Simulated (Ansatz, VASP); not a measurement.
## Cross-check of Si53CN72 (C_Si) between VASP and Ansatz

Aim: how closely do two programs agree when they are given the same cell, functional and k mesh? Of the first pair: The structure shown is the start of the Ansatz relaxation below; VASP solves that cell, so the two are compared at the walk's first step.

Main program and level: Ansatz 0.2.0; plane waves, with VASP 6.6.1 beside it; single point at PBEsol.

**1. The starting structure**

The cell holds 126 atoms: 53 Si, 72 N and 1 C. Its edges and angles: a = 13.206 Å, b = 13.206 Å, c = 8.731 Å, α = 90.0°, β = 90.0°, γ = 120.0°. It derives from Si3N4 (Si3N4 (P6_3/m)). Nearest the centre at fractional (0.353, 0.473, 0.583): C126 at 0.05 Å, N79 at 1.73 Å, N84 at 1.73 Å, N88 at 1.74 Å, N112 at 1.79 Å, Si37 at 2.91 Å, Si2 at 2.93 Å, Si31 at 3.00 Å.

**2. Ansatz: relaxation, PBEsol**

Ansatz runs on its PAW soft_1 files.

The two programs are compared at the cell with which this relaxation starts, whose forces are those of its first step.

File input.yaml:

```yaml
crystal:
  lattice:
    - [11.43668588, 6.60297367, 0.0]
    - [-11.43668588, 6.60297367, 0.0]
    - [0.0, 0.0, 2.91025578]
  atoms:
    - { symbol: Si, position: [0.01950046, 0.80655545, 0.75] }
    - { symbol: Si, position: [0.3528338, 0.47322211, 0.75] }
    - { symbol: Si, position: [0.68616713, 0.13988878, 0.75] }
    - { symbol: Si, position: [0.21294502, 0.01950046, 0.25] }
    - { symbol: Si, position: [0.54627835, 0.68616713, 0.25] }
    - { symbol: Si, position: [0.87961168, 0.3528338, 0.25] }
    - { symbol: Si, position: [0.13988878, 0.45372165, 0.25] }
    - { symbol: Si, position: [0.47322211, 0.12038832, 0.25] }
    - { symbol: Si, position: [0.80655545, 0.78705498, 0.25] }
    - { symbol: Si, position: [0.19344455, 0.21294502, 0.75] }
    - { symbol: Si, position: [0.52677789, 0.87961168, 0.75] }
    - { symbol: Si, position: [0.86011122, 0.54627835, 0.75] }
    - { symbol: Si, position: [0.12038832, 0.6471662, 0.75] }
    - { symbol: Si, position: [0.45372165, 0.31383287, 0.75] }
    - { symbol: Si, position: [0.78705498, 0.98049954, 0.75] }
    - { symbol: Si, position: [0.31383287, 0.86011122, 0.25] }
    - { symbol: Si, position: [0.6471662, 0.52677789, 0.25] }
    - { symbol: Si, position: [0.98049954, 0.19344455, 0.25] }
    - { symbol: "N", position: [0.0, 0.66666667, 0.75] }
    - { symbol: "N", position: [0.33333333, 0.33333333, 0.75] }
    - { symbol: "N", position: [0.66666667, 0.0, 0.75] }
    - { symbol: "N", position: [0.0, 0.33333333, 0.25] }
    - { symbol: "N", position: [0.33333333, 0.0, 0.25] }
    - { symbol: "N", position: [0.66666667, 0.66666667, 0.25] }
    - { symbol: "N", position: [0.21345843, 0.45653274, 0.75] }
    - { symbol: "N", position: [0.54679176, 0.12319941, 0.75] }
    - { symbol: "N", position: [0.8801251, 0.78986608, 0.75] }
    - { symbol: "N", position: [0.09025902, 0.8801251, 0.25] }
    - { symbol: "N", position: [0.42359235, 0.54679176, 0.25] }
    - { symbol: "N", position: [0.75692569, 0.21345843, 0.25] }
    - { symbol: "N", position: [0.12319941, 0.57640765, 0.25] }
    - { symbol: "N", position: [0.45653274, 0.24307431, 0.25] }
    - { symbol: "N", position: [0.78986608, 0.90974098, 0.25] }
    - { symbol: "N", position: [0.21013392, 0.09025902, 0.75] }
    - { symbol: "N", position: [0.54346726, 0.75692569, 0.75] }
    - { symbol: "N", position: [0.87680059, 0.42359235, 0.75] }
    - { symbol: "N", position: [0.1198749, 0.21013392, 0.25] }
    - { symbol: "N", position: [0.45320824, 0.87680059, 0.25] }
    - { symbol: "N", position: [0.78654157, 0.54346726, 0.25] }
    - { symbol: "N", position: [0.24307431, 0.78654157, 0.75] }
    - { symbol: "N", position: [0.57640765, 0.45320824, 0.75] }
    - { symbol: "N", position: [0.90974098, 0.1198749, 0.75] }
  supercell: [1, 1, 3]
  defects: [{ substitution: { at: 43, symbol: C } }]
basis:
  ecutwfc: 420
  xc_grid: 2
hamiltonian:
  xc: pbesol
  pseudopotentials: { kind: paw, azcp: { folder: soft_1 }, xc_functional: pbe }
kpoints:
  mp_grid: { grid: [1, 1, 1], shift: [0.25, 0.25, 0.25] }
scf:
  occupations: { method: fixed }
  max_iter: 80
output:
  forces: true
  charged_corrections: { epsilon: [4.29, 4.29, 4.37], static_epsilon: [8.29, 8.29, 8.25] }
relax:
  f_tol: 0.02
  max_steps: 80
  random_displacement: { amplitude: 0.05, seed: 345 }
checkpoint:
  write: "../q0.relax.run"
  compress: false
  write_wavefunctions: true
  write_every: 100000
```

Started as:

```console
ansatz run input.yaml --threads 8 --pin off --max-ram 22609MiB --backend cpu --events-out ev --progress --plain --runs-dir out
```

Numbers of over 12 decimals in the logs are rounded to 6 here.

The program printed:

```text
Engine: ansatz 0.2.0, aarch64-unknown-linux-gnu
Pseudopotentials: kind: paw
Pseudopotential: Si, paw, valence charge 4, recommended cutoff 420 eV (normal), soft_1/Si.paw.azcp
Pseudopotential: N, paw, valence charge 5, recommended cutoff 420 eV (normal), soft_1/N.paw.azcp
Pseudopotential: C, paw, valence charge 4, recommended cutoff 420 eV (normal), soft_1/C.paw.azcp
Functional definition: PBEsol
  exchange = pbesol_x
  correlation = pbesol_c
Crystal: 126 atoms, lattice volume = 1318.628 Å³
Basis set: ecut = 420 eV, 25805 PW (Γ), exchange–correlation on 180×180×120 points (8 copies of the dense FFT grid, shifted against one another)
Bands: 414, of which v1, the nominal top of the filled ones, is band 288 counted from 1 (287 counted from 0)
Symmetry: 1 space group operations
k-points: 1
Non-local potential: Si, projectors of the file, l = 0: 2, l = 1: 2, l = 2: 1
Non-local potential: N, projectors of the file, l = 0: 2, l = 1: 2, l = 2: 1
Non-local potential: C, projectors of the file, l = 0: 2, l = 1: 2, l = 2: 1
PAW form: soft (Blöchl's): semilocal exchange-correlation on the pseudo side does not see the compensation charge
PAW frozen core: Si, regenerated for the run's functional, and the local potential with it (the file was generated under x = pbe(κ = 0.804, μ = 0.219515), c = pbe(β = 0.066725))
PAW frozen core: N, regenerated for the run's functional, and the local potential with it (the file was generated under x = pbe(κ = 0.804, μ = 0.219515), c = pbe(β = 0.066725))
PAW frozen core: C, regenerated for the run's functional, and the local potential with it (the file was generated under x = pbe(κ = 0.804, μ = 0.219515), c = pbe(β = 0.066725))
PAW one-centre angular grid: Si, 110 points (default); XC on 64 Gauss nodes
PAW one-centre angular grid: N, 110 points (default); XC on 64 Gauss nodes
PAW one-centre angular grid: C, 110 points (default); XC on 64 Gauss nodes
Initial density: superposition of atomic densities (chi_scale 0.1, normalization cell, long waves kept (reshape's long-wave potential 0.21 eV rms))
Initial wavefunctions: pseudopotential atomic-orbital guess
Functional: x = pbesol(κ = 0.804, μ = 0.123457), c = pbesol(β = 0.046)
SCF iter   1: F=—  HF=-60674.142385 eV  |F-HF|=—  |Δ(HF+E_count)|=         —  Δρ=1.48e-1  dr2=3.07e2  ethr=3.10e-3  ⟨swp⟩=6.0  Hψ=1646  notcnv=0  defer=121
preconditioner: auto → Resta (q_TF=auto, 2.377 Å⁻¹)  ε∞=3.6  [insulator: Δε(μ)=4.616 eV  Ē_g=15.314 eV  n_scr=282 (ndim 8)  ℏωp=24.5 eV  f_vac=0.011  ε∞_Penn≈3.6]
SCF iter   2: F=—  HF=-60581.560052 eV  |F-HF|=—  |Δ(HF+E_count)|=    9.26e1  Δρ=4.92e-2  dr2=1.81e1  ethr=3.10e-3  ⟨swp⟩=4.0  Hψ=938  notcnv=0  defer=124
SCF iter   3: F=—  HF=-60578.189205 eV  |F-HF|=—  |Δ(HF+E_count)|=    3.37e0  Δρ=2.41e-2  dr2=4.29e0  ethr=3.10e-3  ⟨swp⟩=2.0  Hψ=297  notcnv=0  defer=123
SCF iter   4: F=—  HF=-60577.694682 eV  |F-HF|=—  |Δ(HF+E_count)|=   4.95e-1  Δρ=7.31e-3  dr2=8.07e-1  ethr=7.44e-4  ⟨swp⟩=4.0  Hψ=517  notcnv=0  defer=124
SCF iter   5: F=—  HF=-60577.536817 eV  |F-HF|=—  |Δ(HF+E_count)|=   1.58e-1  Δρ=1.70e-3  dr2=3.89e-2  ethr=1.40e-4  ⟨swp⟩=4.0  Hψ=644  notcnv=0  defer=124
SCF iter   6: F=—  HF=-60577.567766 eV  |F-HF|=—  |Δ(HF+E_count)|=   3.09e-2  Δρ=5.91e-4  dr2=5.72e-3  ethr=6.75e-6  ⟨swp⟩=3.0  Hψ=523  notcnv=0  defer=124
SCF iter   7: F=—  HF=-60577.568916 eV  |F-HF|=—  |Δ(HF+E_count)|=   1.15e-3  Δρ=2.56e-4  dr2=1.12e-3  ethr=9.93e-7  ⟨swp⟩=2.0  Hψ=632  notcnv=0  defer=124
SCF iter   8: F=—  HF=-60577.569820 eV  |F-HF|=—  |Δ(HF+E_count)|=   9.03e-4  Δρ=1.06e-4  dr2=1.94e-4  ethr=1.94e-7  ⟨swp⟩=2.0  Hψ=563  notcnv=0  defer=124
SCF iter   9: F=—  HF=-60577.570055 eV  |F-HF|=—  |Δ(HF+E_count)|=   2.35e-4  Δρ=4.33e-5  dr2=2.80e-5  ethr=3.37e-8  ⟨swp⟩=2.0  Hψ=580  notcnv=0  defer=124
SCF iter  10: F=-60577.570076 eV  HF=-60577.570076 eV  |F-HF|=6.22e-8  |Δ(HF+E_count)|=   2.15e-5  Δρ=1.97e-5  dr2=5.49e-6  ethr=1.74e-9  ⟨swp⟩=5.0  Hψ=1244  notcnv=0
SCF 1 converged in 10 iterations: F = -60577.570076 eV  dr2 = 5.49e-6
  greatest PAW one-centre occupation: 0.797 electrons in one spin orbital (limit 2), on the N atom at site 20 (counted from 0), in its partial waves of l = 0
relax step   1: F+E_penalty+E_count = -60577.57007602 eV  Δ(F+E_penalty+E_count) = +0.000e0 eV  max|allowed force component| = 4.080e0 eV/Å  Δτ_max = 0.0000 Å  (10 SCF iters, dr2 threshold 1.00e-5 eV, accepted)
Initial density: handed on by an earlier stage of this run
Initial wavefunctions: those handed on with the density
iter 1 solved again at ethr=1.99e-4 eV; its pass at ethr=3.10e-3 eV (dr2=1.15e0 eV) is discarded
SCF iter   1: F=—  HF=-60582.330701 eV  |F-HF|=—  |Δ(HF+E_count)|=         —  Δρ=1.06e-2  dr2=1.19e0  ethr=1.99e-4  ⟨swp⟩=1.0  Hψ=1345  notcnv=0  defer=124
preconditioner: auto → Resta (q_TF=auto, 2.377 Å⁻¹)  ε∞=4.0  [insulator: Δε(μ)=3.517 eV  Ē_g=14.162 eV  n_scr=282 (ndim 8)  ℏωp=24.5 eV  f_vac=0.035  ε∞_Penn≈4.0]
[...]
- { symbol: N, position: [0.332311, 0.331300, 0.250686] }
    - { symbol: N, position: [0.664883, -0.00223373, 0.250352] }
    - { symbol: N, position: [4.5540213959638365e-5, 0.333225, 0.083471] }
    - { symbol: N, position: [0.333445, -2.2988982125493607e-5, 0.083479] }
    - { symbol: N, position: [0.665806, 0.666137, 0.083478] }
    - { symbol: N, position: [0.214276, 0.456471, 0.249415] }
    - { symbol: N, position: [0.547100, 0.125037, 0.251211] }
    - { symbol: N, position: [0.878661, 0.788329, 0.250700] }
    - { symbol: N, position: [0.089155, 0.879730, 0.083508] }
    - { symbol: N, position: [0.422420, 0.542050, 0.083503] }
    - { symbol: N, position: [0.756627, 0.212170, 0.083497] }
    - { symbol: N, position: [0.124520, 0.576944, 0.083509] }
    - { symbol: N, position: [0.456176, 0.242886, 0.083497] }
    - { symbol: N, position: [0.788786, 0.909026, 0.083502] }
    - { symbol: N, position: [0.209081, 0.089722, 0.249498] }
    - { symbol: N, position: [0.535429, 0.749032, 0.252849] }
    - { symbol: N, position: [0.877755, 0.423650, 0.250220] }
    - { symbol: N, position: [0.118972, 0.209582, 0.083504] }
    - { symbol: N, position: [0.452670, 0.875252, 0.083504] }
    - { symbol: N, position: [0.786777, 0.543102, 0.083501] }
    - { symbol: N, position: [0.242976, 0.787361, 0.250595] }
    - { symbol: N, position: [0.576051, 0.452837, 0.250165] }
    - { symbol: N, position: [0.909164, 0.119870, 0.250582] }
    - { symbol: Si, position: [0.018368, 0.806652, 0.583503] }
    - { symbol: C, position: [0.349321, 0.470968, 0.583518] }
    - { symbol: Si, position: [0.686937, 0.140566, 0.583500] }
    - { symbol: Si, position: [0.213142, 0.022230, 0.418087] }
    - { symbol: Si, position: [0.538361, 0.678778, 0.422328] }
    - { symbol: Si, position: [0.881802, 0.353560, 0.417096] }
    - { symbol: Si, position: [0.145850, 0.454412, 0.419019] }
    - { symbol: Si, position: [0.473174, 0.122865, 0.417921] }
    - { symbol: Si, position: [0.803479, 0.785046, 0.416747] }
    - { symbol: Si, position: [0.196519, 0.222290, 0.583507] }
    - { symbol: Si, position: [0.526099, 0.879863, 0.583506] }
    - { symbol: Si, position: [0.860504, 0.546546, 0.583503] }
    - { symbol: Si, position: [0.121705, 0.647837, 0.583511] }
    - { symbol: Si, position: [0.451657, 0.319520, 0.583503] }
    - { symbol: Si, position: [0.786575, 0.980167, 0.583507] }
    - { symbol: Si, position: [0.313658, 0.861751, 0.416987] }
    - { symbol: Si, position: [0.647235, 0.526302, 0.416815] }
    - { symbol: Si, position: [0.980603, 0.193855, 0.417128] }
    - { symbol: N, position: [0.000709111, 0.667002, 0.583528] }
[...]
- { symbol: Si, position: [0.019166, 0.806809, 0.915886] }
    - { symbol: Si, position: [0.351489, 0.470191, 0.910926] }
    - { symbol: Si, position: [0.685598, 0.138803, 0.916315] }
    - { symbol: Si, position: [0.213141, 0.022227, 0.748903] }
    - { symbol: Si, position: [0.538367, 0.678779, 0.744657] }
    - { symbol: Si, position: [0.881802, 0.353561, 0.749877] }
    - { symbol: Si, position: [0.145852, 0.454417, 0.747974] }
[...]
- { symbol: Si, position: [0.524726, 0.876187, 0.915940] }
    - { symbol: Si, position: [0.860800, 0.546395, 0.916753] }
    - { symbol: Si, position: [0.121540, 0.647035, 0.915881] }
    - { symbol: Si, position: [0.453272, 0.313522, 0.916844] }
    - { symbol: Si, position: [0.786472, 0.980069, 0.916523] }
    - { symbol: Si, position: [0.313658, 0.861750, 0.750006] }
    - { symbol: Si, position: [0.647243, 0.526299, 0.750173] }
    - { symbol: Si, position: [0.980603, 0.193858, 0.749863] }
[...]
- { symbol: N, position: [0.535426, 0.749025, 0.914147] }
    - { symbol: N, position: [0.877754, 0.423648, 0.916763] }
    - { symbol: N, position: [0.120242, 0.211690, 0.750722] }
    - { symbol: N, position: [0.452585, 0.877345, 0.749986] }
    - { symbol: N, position: [0.786988, 0.543833, 0.750486] }
    - { symbol: N, position: [0.242976, 0.787361, 0.916397] }
    - { symbol: N, position: [0.576050, 0.452841, 0.916819] }
    - { symbol: N, position: [0.909164, 0.119871, 0.916406] }
```

**3. VASP: single point, PBEsol, start cell, pair 1**

The same cell, functional and mesh now go to VASP, with its own data sets.

Lines of VASP's logs that name or quote its potential files are left out, and so is its time.

File INCAR:

```
SYSTEM = Si53CN72
PREC = Accurate
ENCUT = 520
EDIFF = 1E-06
NELM = 120
ISMEAR = 0
SIGMA = 0.01
LREAL = Auto
ALGO = Normal
GGA = PS
NBANDS = 384
LORBIT = 11
LWAVE = .FALSE.
LCHARG = .FALSE.
ISIF = 2
ISYM = 0
LASPH = .TRUE.
GGA_COMPAT = .FALSE.
EFERMI = MIDGAP
NCORE = 4
```

File POSCAR:

```
Si53CN72
1.0
   11.4366858822      6.6029736727      0.0000000000
  -11.4366858822      6.6029736727      0.0000000000
    0.0000000000      0.0000000000      8.7307673276
Si N C
53 72 1
Direct
    0.0214576316      0.8090983076      0.2545415445
    0.3499423654      0.4695250849      0.2473818072
[... 7 atom lines left out ...]
    0.1969823380      0.2133096204      0.2473906266
[... 3 atom lines left out ...]
    0.4528586117      0.3118297318      0.2550860556
[... 7 atom lines left out ...]
    0.5460047960      0.6845636422      0.4219341625
[... 1 atom line left out ...]
    0.1355809255      0.4518388027      0.4157802933
[... 2 atom lines left out ...]
    0.1899823705      0.2129403325      0.5856594052
    0.5276139234      0.8789953500      0.5887324455
[... 1 atom line left out ...]
    0.1190328529      0.6429338380      0.5841912639
    0.4501466061      0.3112486757      0.5864016080
[... 2 atom lines left out ...]
    0.6429283002      0.5255812808      0.4168504169
    0.9817737729      0.1904907830      0.4159524431
[... 1 atom line left out ...]
    0.3513761568      0.4760530094      0.9162666579
[... 2 atom lines left out ...]
    0.5486549904      0.6888079172      0.7542752834
[... 1 atom line left out ...]
    0.1393748669      0.4562125450      0.7461181538
[... 2 atom lines left out ...]
    0.1892956701      0.2105591727      0.9184098830
[... 3 atom lines left out ...]
    0.4519524223      0.3102962628      0.9132999083
[... 2 atom lines left out ...]
    0.6489112472      0.5263089467      0.7451570699
    0.9802641150      0.1957358791      0.7544072305
[... 1 atom line left out ...]
    0.3348359282      0.3334617539      0.2552948574
[... 4 atom lines left out ...]
    0.2136534122      0.4553613710      0.2446103441
[... 3 atom lines left out ...]
    0.4227132980      0.5440536946      0.0877360456
[... 5 atom lines left out ...]
    0.5445661095      0.7601923867      0.2462808731
[... 5 atom lines left out ...]
    0.5740938473      0.4488917551      0.2508780635
[... 2 atom lines left out ...]
    0.3290663085      0.3319953913      0.5830067174
[... 1 atom line left out ...]
    0.0037671726      0.3367574321      0.4184034304
[... 1 atom line left out ...]
    0.6691513920      0.6700703645      0.4132731826
    0.2151706088      0.4592049409      0.5788365227
[... 3 atom lines left out ...]
    0.4212125333      0.5433758955      0.4132398522
[... 1 atom line left out ...]
    0.1266093077      0.5761654162      0.4146243811
    0.4591840040      0.2459286060      0.4127437904
[... 1 atom line left out ...]
    0.2143750199      0.0923944904      0.5819432370
    0.5441195851      0.7601729090      0.5868752204
[... 1 atom line left out ...]
    0.1172879986      0.2113349988      0.4140063369
[... 3 atom lines left out ...]
    0.5791988407      0.4529801953      0.5869935376
[... 2 atom lines left out ...]
    0.3303150448      0.3344375678      0.9154260674
[... 1 atom line left out ...]
    0.0022764045      0.3355747078      0.7545957592
[... 1 atom line left out ...]
    0.6691732009      0.6679573766      0.7453081448
    0.2118671545      0.4531882005      0.9203527821
[... 3 atom lines left out ...]
    0.4253467450      0.5489291372      0.7548870280
[... 1 atom line left out ...]
    0.1210884632      0.5768205742      0.7544964552
    0.4523214094      0.2400077178      0.7505020755
[... 2 atom lines left out ...]
    0.5405097420      0.7566364264      0.9128520668
[... 1 atom line left out ...]
    0.1156659548      0.2086126363      0.7487267447
[... 3 atom lines left out ...]
    0.5736099309      0.4504856259      0.9127478377
[... 1 atom line left out ...]
    0.3555644349      0.4759375932      0.5873122954
```

File KPOINTS:

```
Points of the shifted mesh
1
Reciprocal
 0.2500000000  0.2500000000  0.2500000000 1
```

PAW data sets: Si, N and C (PBE family, release 64).

Started as:

```console
mpirun -np 16 vasp_std
```

The program printed:

```text
[banner, memory and clock lines left out]
running   16 mpi-ranks, on    1 nodes
[...]
|                                                                             |
|               ----> ADVICE to this user running VASP <----                  |
|                                                                             |
|     You enforced a specific xc type in the INCAR file but a different       |
|     [... a line on the potential file left out ...]
|     I HOPE YOU KNOW WHAT YOU ARE DOING!                                     |
|                                                                             |

 LDA part: xc-table for (Slater+PW92), standard interpolation
 POSCAR, INCAR and KPOINTS ok, starting setup
[...]
entering main loop
       N       E                     dE             d eps       ncg     rms          rms(c)
DAV:   1     0.269525132862E+04    0.26953E+04   -0.28464E+05   776   0.139E+03
DAV:   2    -0.950825145617E+03   -0.36461E+04   -0.34951E+04   944   0.299E+02
DAV:   3    -0.121141215185E+04   -0.26059E+03   -0.25840E+03   936   0.820E+01
DAV:   4    -0.121727298728E+04   -0.58608E+01   -0.58358E+01   968   0.125E+01
[...]
DAV:  16    -0.107542417382E+04   -0.34417E-04   -0.30033E-05   896   0.775E-03    0.740E-03
DAV:  17    -0.107542417835E+04   -0.45300E-05   -0.44364E-06   808   0.331E-03    0.310E-03
DAV:  18    -0.107542417930E+04   -0.95705E-06   -0.16664E-06   600   0.211E-03
   1 F= -.10754242E+04 E0= -.10754242E+04  d E =0.000000E+00
```

From OUTCAR (step 3):

```text
  FREE ENERGIE OF THE ION-ELECTRON SYSTEM (eV)
  ---------------------------------------------------
  free  energy   TOTEN  =     -1075.4241793033 eV

  energy  without entropy=    -1075.4241793033  energy(sigma->0) =    -1075.42417930
```

The run ends at a pressure of -0.15 GPa, with forces up to 4.3 eV/Å.

**4. Comparison**

Known differences besides the potentials themselves: fixed occupations in Ansatz, narrow Gaussian smearing in VASP; the cutoff is 420 eV in Ansatz and 520 eV in VASP (PREC = Accurate, projectors in real space); Ansatz makes its cores anew for this functional, VASP keeps those of its PBE data sets. Total energies have different zeros and are not compared.

Forces on 9 of the 126 atoms, those with the largest forces and the largest differences (eV/Å; atoms numbered as in POSCAR):

```
atom          Ansatz x, y, z            VASP x, y, z
Si24    2.238, 2.663, -1.458    2.251, 2.694, -1.459
Si35    -1.813, 0.434, 0.187    -1.836, 0.445, 0.203
 N79    -1.906, 3.042, 0.357    -1.921, 3.056, 0.358
 N81    0.155, -2.720, 0.458    0.169, -2.749, 0.460
 N82  -0.324, -2.893, -0.209  -0.315, -2.912, -0.210
 N84     2.640, 1.693, 1.266     2.654, 1.702, 1.262
 N88    0.072, -0.337, 4.080    0.070, -0.342, 4.081
 N91    1.047, -1.083, 2.823    1.065, -1.094, 2.833
N112  -0.032, -1.716, -3.890  -0.033, -1.713, -3.894
```

The forces differ by 9.0 meV/Å r.m.s., which is 0.8 % of the r.m.s. force of 1.139 eV/Å (both taken over all components).

[end of part 1 of 2]

[Lines on the potential files, build, host, timing and source positions are cut from VASP's logs without a mark.]

[Logs are printed without paths, hosts, clocks, repeated set-up lines and the standing remarks that a program may print on its own settings, such as how far it seeks lower states.]

[Hosts, paths, dates, database ids (printed as entryN), source tags and the programs' standing remarks are cut or masked in the printed files.]
